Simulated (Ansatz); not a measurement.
HfC: band structure with revPBE

HfC:

```
CELL_PARAMETERS angstrom
2.43943 0.00000 0.00000
0.00000 4.69500 0.00000
0.00000 0.00000 2.56227
ATOMIC_POSITIONS crystal
Hf 0.00000 0.00000 0.00000
C 0.00000 0.50000 0.75000
```

The cell was built by a generator and needn't be a form met in nature.

```yaml
Program: Ansatz 0.2.0
Task: band structure
Functional: revPBE
Potentials_or_basis: Ansatz PAW
Cutoff: "420 eV (not typed: the program's choice for these potentials)"
k_mesh: 11 × 6 × 10
Occupations: fermi-dirac, width 0.05 eV
Spin: no spin polarisation
Path: "[[\"G\", \"X\", \"S\", \"Y\", \"G\", \"Z\", \"U\", \"R\", \"T\", \"Z\"], [\"Y\", \"T\"], [\"U\", \"X\"], [\"S\", \"R\"]]"
Points_for_each_segment_of_the_path: 14
```

```
Pressure               : 13.8 GPa
Largest force          : 0.131 eV/Å
Band gap on the k mesh : none (metal or under the smearing width)
```

Forces on the atoms (eV/Å):
```
Hf   0.000  0.000  0.131
C    0.000  0.000 -0.131
```

Stress tensor (GPa, compression positive):
```
 59.25   0.00   0.00
  0.00 -48.27   0.00
  0.00   0.00  30.37
```

Levels at the corners of the path, in eV from the Fermi level:
```
point  band 12  band 13  band 14  band 15  band 16  band 17  band 18  band 19
    Γ   -11.06    -4.40    -2.58    -2.38     3.08     4.43     5.05     6.23
    X    -8.65    -3.75    -2.06    -1.01    -0.05     3.66     4.40     5.75
    S    -6.15    -4.72    -1.62    -1.33    -1.10     0.06     4.48     8.22
    Y    -9.01    -4.18    -3.45    -1.64     2.49     4.80     5.24     5.81
    Γ   -11.06    -4.40    -2.58    -2.38     3.08     4.43     5.05     6.23
    Z   -10.97    -6.18    -2.90    -2.24     3.35     4.00     6.01     7.63
    U    -7.92    -4.96    -2.65    -0.49     0.93     3.62     3.75     4.47
    R    -6.03    -4.50    -2.52    -1.66    -0.22     1.20     2.97     7.03
    T    -8.91    -4.21    -2.47    -1.51     1.01     2.85     4.96     5.38
    Z   -10.97    -6.18    -2.90    -2.24     3.35     4.00     6.01     7.63
    Y    -9.01    -4.18    -3.45    -1.64     2.49     4.80     5.24     5.81
    T    -8.91    -4.21    -2.47    -1.51     1.01     2.85     4.96     5.38
    U    -7.92    -4.96    -2.65    -0.49     0.93     3.62     3.75     4.47
    X    -8.65    -3.75    -2.06    -1.01    -0.05     3.66     4.40     5.75
    S    -6.15    -4.72    -1.62    -1.33    -1.10     0.06     4.48     8.22
    R    -6.03    -4.50    -2.52    -1.66    -0.22     1.20     2.97     7.03
```

It took 8.1 s on 2 threads of Intel(R) Xeon(R) Processor @ 2.70GHz (shared host), peak memory 0.42 GiB.

Caveat: spin-orbit coupling is left out, which moves the levels of the heavy elements; the PAW data sets come from PBE, with cores solved anew for the run's functional, which leaves a small shift of forces and pressure.
